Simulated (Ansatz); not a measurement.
Pt:

```xyz
1
Lattice="-1.5822 1.5850 1.5847 1.6029 -1.5798 1.6002 1.5675 1.5651 -1.5795" Properties=species:S:1:pos:R:3 pbc="T T T"
Pt    0.0000    0.0000    0.0000
```

This isn't the form of Pt at room conditions, which is fcc.

The cell isn't the ideal one: cell sheared at random, sigma 0.01, atoms nudged by 0.01 Å.

```yaml
Program: Ansatz 0.2.0
Task: relaxation of cell and atoms
Functional: PBE
Dispersion: D3(BJ)
Potentials_or_basis: Ansatz PAW
Cutoff: "420 eV (not typed: the program's choice for these potentials)"
k_mesh: 12 × 12 × 12
Occupations: fermi-dirac, width 0.05 eV
Spin: no spin polarisation
```

At the start: volume 15.90 Å³/atom.

Problem. Where does the relaxation end?

Solution. It ends after 13 steps and the volume is 15.32 Å³/atom (-3.7 %); space group I4/mmm (No. 139, to 0.05 Å).

Step by step:
```tsv
step	energy change (eV)	largest force (eV/Å)	volume (Å³)
1	0.0000	0.0000	15.90
2	-0.0193	0.0000	15.40
3	-0.0259	0.0000	15.19
4	-0.0522	0.0000	15.14
5	-0.0967	0.0000	15.15
6	-0.1046	0.0000	15.28
7	-0.1057	0.0000	15.29
8	-0.1071	0.0000	15.30
9	-0.1074	0.0000	15.31
10	-0.1074	0.0000	15.32
11	-0.1072	0.0000	15.32
12	-0.1072	0.0000	15.32
13	-0.1072	0.0000	15.32
```

Final structure:
```
Pt
1.0
    -1.67991    1.35698    1.67949
     1.67989   -1.35757    1.67900
     1.67858    1.35923   -1.67901
Pt
1
Direct
  0.00000 0.00000 0.00000
```

Caveat: the plane-wave basis is chosen anew once the cell has moved, so the energies of steps on either side of that aren't comparable; pairwise dispersion overbinds metals, which lowers pressure and volume.
